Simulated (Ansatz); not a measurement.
This run works on a generated trial structure, not on a known crystal.

Input and command of a plane-wave DFT calculation in Ansatz:

```yaml
crystal:
  lattice:
    - [2.613004152, 1.5086186506, 3.3974424228]
    - [-2.613004152, 1.5086186506, 3.3974424228]
    - [0.0, -3.0172373011, 3.3974424228]
  atoms:
    - { symbol: Na, position: [0.0, 0.0, 0.0] }
    - { symbol: H, position: [0.6519866309, 0.3196139862, 0.6519866309] }
    - { symbol: H, position: [0.6519866309, 0.6519866309, 0.3196139862] }
    - { symbol: H, position: [0.3196139862, 0.6519866309, 0.6519866309] }
    - { symbol: H, position: [0.4055325928, 0.4055325928, 0.4055325928] }
    - { symbol: H, position: [0.3480133691, 0.6803860138, 0.3480133691] }
    - { symbol: H, position: [0.3480133691, 0.3480133691, 0.6803860138] }
    - { symbol: H, position: [0.6803860138, 0.3480133691, 0.3480133691] }
    - { symbol: H, position: [0.5944674072, 0.5944674072, 0.5944674072] }
basis:
  ecutwfc: 420
kpoints:
  mp_grid: { grid: [6, 6, 6] }
hamiltonian:
  xc: pbe
scf:
  occupations: { method: gaussian, width: 0.1 }
  lower_state_search: "off"
output:
  forces: true
  stress: true
  eigenvalues: true
relax:
  adjacent_minimum: "off"
  f_tol: 0.04
  max_steps: 70
  cell: { stress_tol: 0.4 }
```

```bash
ansatz run input.yaml --threads 1 --pin off --max-ram 2560MiB --backend cpu --events-out ev --progress --plain --runs-dir out
```

Processor: Intel(R) Xeon(R) Processor @ 2.50GHz (Skylake/Cascade Lake), 1 thread, on a host shared with other jobs.

Problem. How long does it run, and how much memory does it take?

Solution. About 81 s, peak memory 0.38 GiB. It solves 18 bands at 32 k points (after reduction by symmetry) with about 1273 plane waves (on the last cell), in 83 SCF iterations over 15 ionic steps.
